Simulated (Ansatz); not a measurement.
# Pt16 slab: levels of theory, part 2 of 2

Aim: for Pt16 slab, compare levels of theory; the runs are relaxing the atoms and single point.

Ansatz 0.2.0; DFT PBE, scalar-relativistic, plane waves, PAW, and further levels as typed in the inputs. The steps go on from the part before.

**5. Single point: revPBE**

It takes the final geometry of step 2.

Input file input.yaml:

```yaml
crystal:
  lattice:
    - [5.5493740188, 0.0, 0.0]
    - [2.7746870094, 4.8058988753, 0.0]
    - [0.0, 0.0, 24.7965673689]
  atoms:
    - { symbol: Pt, position: [0.0, 0.0, 0.3629534631] }
    - { symbol: Pt, position: [0.5, 0.0, 0.3629534631] }
    - { symbol: Pt, position: [0.0, 0.5, 0.3629534631] }
    - { symbol: Pt, position: [0.5, 0.5, 0.3629534631] }
    - { symbol: Pt, position: [0.1666666667, 0.1666666667, 0.454317821] }
    - { symbol: Pt, position: [0.6666666667, 0.1666666667, 0.454317821] }
    - { symbol: Pt, position: [0.1666666667, 0.6666666667, 0.454317821] }
    - { symbol: Pt, position: [0.6666666667, 0.6666666667, 0.454317821] }
    - { symbol: Pt, position: [-0.1666666667, 0.3333333333, 0.5470768161] }
    - { symbol: Pt, position: [0.3333333333, 0.3333333333, 0.5470768161] }
    - { symbol: Pt, position: [-0.1666666667, 0.8333333333, 0.5470768161] }
    - { symbol: Pt, position: [0.3333333333, 0.8333333333, 0.5470768161] }
    - { symbol: Pt, position: [0.0, 0.0, 0.6410233784] }
    - { symbol: Pt, position: [0.5, 0.0, 0.6410233784] }
    - { symbol: Pt, position: [0.0, 0.5, 0.6410233784] }
    - { symbol: Pt, position: [0.5, 0.5, 0.6410233784] }
scf:
  occupations: { method: gaussian, width: 0.1 }
output:
  forces: true
hamiltonian:
  xc: revpbe
kpoints:
  mp_grid: { grid: [6, 6, 1] }
efield:
  axis: 3
  dipole_correction: true
```

Started as:

```console
ansatz run input.yaml --threads 8 --pin off --max-ram 12288MiB --backend cpu --events-out ev --progress --plain --runs-dir out
```

The log of the run (excerpt; [...] marks lines left out):

```text
Warning: RAYON_NUM_THREADS=8 ignored (pool sized by the plan → 8); use --threads N
[...]
Pseudopotentials: kind: paw
Pseudopotential: Pt, paw, valence charge 18, recommended cutoff 420 eV (normal), Pt.paw.azcp
Functional definition: revPBE
[...]
Crystal: 16 atoms, lattice volume = 661.318 Å³
Basis set: ecut = 420 eV, 13019 PW (Γ), exchange–correlation on 80×80×360 points (8 copies of the dense FFT grid, shifted against one another)
Bands: 173, of which v1, the nominal top of the filled ones, is band 144 counted from 1 (143 counted from 0)
Symmetry: 24 space group operations
Space group: P3m1 (ITA 156), of the structure as read, at distance tolerance 8.7e-5 Å
k-points: 7 of 36 (time reversal used)
[...]
SCF converged after 11 iterations
Free energy (F): -200521.044938 eV
[...]
E sigma→0 (E₀):  -200520.985199 eV
Entropy (-TS):   -0.119478 eV (-7.467 meV/atom)
Fermi energy:    4.959017 eV
Dipole field:    D = -0.001063 V/Å  (p = -0.003884 e·Å, saw-weighted, corrected)
Work function:   Φ+ = 5.5882 eV   Φ− = 5.5618 eV
Levels:          The Fermi level and band energies are counted from a zero that moves with the ramp; work functions are not
[...]
--- Forces (eV/Å), atoms counted from 1 ---
  atom   1  Pt    -0.00000000     0.00000000    -0.55666597
  atom   2  Pt    -0.00000000     0.00000000    -0.55666597
  atom   3  Pt    -0.00000000     0.00000000    -0.55666597
  atom   4  Pt    -0.00000000     0.00000000    -0.55666597
  atom   5  Pt     0.00000000     0.00000000     0.43110642
  atom   6  Pt     0.00000000     0.00000000     0.43110642
  atom   7  Pt     0.00000000     0.00000000     0.43110642
  atom   8  Pt     0.00000000     0.00000000     0.43110642
[...]
```

It took 11 s on 8 threads of Arm Neoverse V2, shared host; peak memory 3.2 GiB.

**6. Single point: PBE+D3(BJ)**

It takes the final geometry of step 2.

input.yaml: that of step 5 with these lines changed.

```diff
@@ -27,3 +27,4 @@
 hamiltonian:
-  xc: revpbe
+  xc: pbe
+  dispersion: d3bj
 kpoints:
```

Started as:

```console
ansatz run input.yaml --threads 8 --pin off --max-ram 12288MiB --backend cpu --events-out ev --progress --plain --runs-dir out
```

The log of the run (excerpt; [...] marks lines left out):

```text
Warning: RAYON_NUM_THREADS=8 ignored (pool sized by the plan → 8); use --threads N
[...]
[... 3 set-up lines as earlier in the session ...]
[...]
Crystal: 16 atoms, lattice volume = 661.318 Å³
Basis set: ecut = 420 eV, 13019 PW (Γ), exchange–correlation on 80×80×360 points (8 copies of the dense FFT grid, shifted against one another)
Bands: 173, of which v1, the nominal top of the filled ones, is band 144 counted from 1 (143 counted from 0)
[... 2 set-up lines as earlier in the session ...]
k-points: 7 of 36 (time reversal used)
[...]
SCF converged after 11 iterations
Free energy (F): -200372.800593 eV
[...]
E sigma→0 (E₀):  -200372.741138 eV
Entropy (-TS):   -0.118911 eV (-7.432 meV/atom)
Fermi energy:    4.850656 eV
Dipole field:    D = -0.001054 V/Å  (p = -0.003854 e·Å, saw-weighted, corrected)
Work function:   Φ+ = 5.7277 eV   Φ− = 5.7016 eV
Levels:          The Fermi level and band energies are counted from a zero that moves with the ramp; work functions are not
[...]
--- Forces (eV/Å), atoms counted from 1 ---
  atom   1  Pt    -0.00000000     0.00000000    -0.22836975
  atom   2  Pt    -0.00000000     0.00000000    -0.22836975
  atom   3  Pt    -0.00000000     0.00000000    -0.22836975
  atom   4  Pt    -0.00000000     0.00000000    -0.22836975
  atom   5  Pt     0.00000000     0.00000000     0.51516746
  atom   6  Pt     0.00000000     0.00000000     0.51516746
  atom   7  Pt     0.00000000     0.00000000     0.51516746
  atom   8  Pt     0.00000000     0.00000000     0.51516746
[...]
```

Wall time 11 s (8 threads of Arm Neoverse V2, shared host); peak memory 3.2 GiB.

**7. Single point: r2SCAN**

It takes the final geometry of step 2.

input.yaml: that of step 6 with these lines changed.

```diff
@@ -27,4 +27,3 @@
 hamiltonian:
-  xc: pbe
-  dispersion: d3bj
+  xc: r2scan
 kpoints:
```

Started as:

```console
ansatz run input.yaml --threads 8 --pin off --max-ram 12288MiB --backend cpu --events-out ev --progress --plain --runs-dir out
```

The log of the run (excerpt; [...] marks lines left out):

```text
Warning: RAYON_NUM_THREADS=8 ignored (pool sized by the plan → 8); use --threads N
[...]
[... 1 set-up line as earlier in the session ...]
Pseudopotential: Pt, paw, valence charge 18, recommended cutoff 500 eV (meta_gga), Pt.paw.azcp
Functional definition: r2SCAN
[...]
Crystal: 16 atoms, lattice volume = 661.318 Å³
Basis set: ecut = 500 eV, 16813 PW (Γ), exchange–correlation on 180×180×768 points (64 copies of the dense FFT grid, shifted against one another)
Bands: 173, of which v1, the nominal top of the filled ones, is band 144 counted from 1 (143 counted from 0)
[... 2 set-up lines as earlier in the session ...]
k-points: 7 of 36 (time reversal used)
[...]
SCF converged after 11 iterations
Free energy (F): -200583.274958 eV
[...]
E sigma→0 (E₀):  -200583.218366 eV
Entropy (-TS):   -0.113184 eV (-7.074 meV/atom)
Fermi energy:    4.694094 eV
Dipole field:    D = -0.000975 V/Å  (p = -0.003564 e·Å, saw-weighted, corrected)
Work function:   Φ+ = 5.8054 eV   Φ− = 5.7812 eV
Levels:          The Fermi level and band energies are counted from a zero that moves with the ramp; work functions are not
[...]
--- Forces (eV/Å), atoms counted from 1 ---
  atom   1  Pt    -0.00000000     0.00000000    -0.19331229
  atom   2  Pt    -0.00000000     0.00000000    -0.19331229
  atom   3  Pt    -0.00000000     0.00000000    -0.19331229
  atom   4  Pt    -0.00000000     0.00000000    -0.19331229
  atom   5  Pt     0.00000000     0.00000000     0.42631661
  atom   6  Pt     0.00000000     0.00000000     0.42631661
  atom   7  Pt     0.00000000     0.00000000     0.42631661
  atom   8  Pt     0.00000000     0.00000000     0.42631661
[...]
```

Run time: 21 s. Hardware: 8 threads of Arm Neoverse V2, shared host; peak memory 5 GiB.

**8. Single point: r2SCAN+rVV10**

It takes the final geometry of step 2.

input.yaml: that of step 7 with these lines changed.

```diff
@@ -28,2 +28,3 @@
   xc: r2scan
+  dispersion: rvv10
 kpoints:
```

Started as:

```console
ansatz run input.yaml --threads 8 --pin off --max-ram 12288MiB --backend cpu --events-out ev --progress --plain --runs-dir out
```

The log of the run (excerpt; [...] marks lines left out):

```text
[...]
SCF converged after 11 iterations
Free energy (F): -200534.850957 eV
[...]
E sigma→0 (E₀):  -200534.794688 eV
Entropy (-TS):   -0.112537 eV (-7.034 meV/atom)
Fermi energy:    4.647881 eV
Dipole field:    D = -0.000945 V/Å  (p = -0.003455 e·Å, saw-weighted, corrected)
Work function:   Φ+ = 5.8770 eV   Φ− = 5.8536 eV
Levels:          The Fermi level and band energies are counted from a zero that moves with the ramp; work functions are not
[...]
--- Forces (eV/Å), atoms counted from 1 ---
  atom   1  Pt    -0.00000000     0.00000000    -0.08851812
  atom   2  Pt    -0.00000000     0.00000000    -0.08851812
  atom   3  Pt    -0.00000000     0.00000000    -0.08851812
  atom   4  Pt    -0.00000000     0.00000000    -0.08851812
  atom   5  Pt     0.00000000     0.00000000     0.44339576
  atom   6  Pt     0.00000000     0.00000000     0.44339576
  atom   7  Pt     0.00000000     0.00000000     0.44339576
  atom   8  Pt     0.00000000     0.00000000     0.44339576
[...]
```

Run time: 30 s. Hardware: 8 threads of Arm Neoverse V2, shared host; peak memory 5.5 GiB.

**9. The runs side by side**

What follows sums up all 2 parts.

| step | level | energy (eV) | gap on the mesh (eV) | time |
| --- | --- | --- | --- | --- |
| 2 | PBE | -200363.586 | 0.00 | 46 s |
| 3 | LDA | -195912.822 | n/a | 10 s |
| 4 | RPBE | -200584.600 | n/a | 11 s |
| 5 | revPBE | -200520.985 | n/a | 11 s |
| 6 | PBE+D3(BJ) | -200372.741 | n/a | 11 s |
| 7 | r2SCAN | -200583.218 | n/a | 21 s |
| 8 | r2SCAN+rVV10 | -200534.795 | n/a | 30 s |

Totals of different systems or levels have different zeros; only balanced differences at one level mean anything.

In words: The runs treat Pt without spin-orbit coupling.
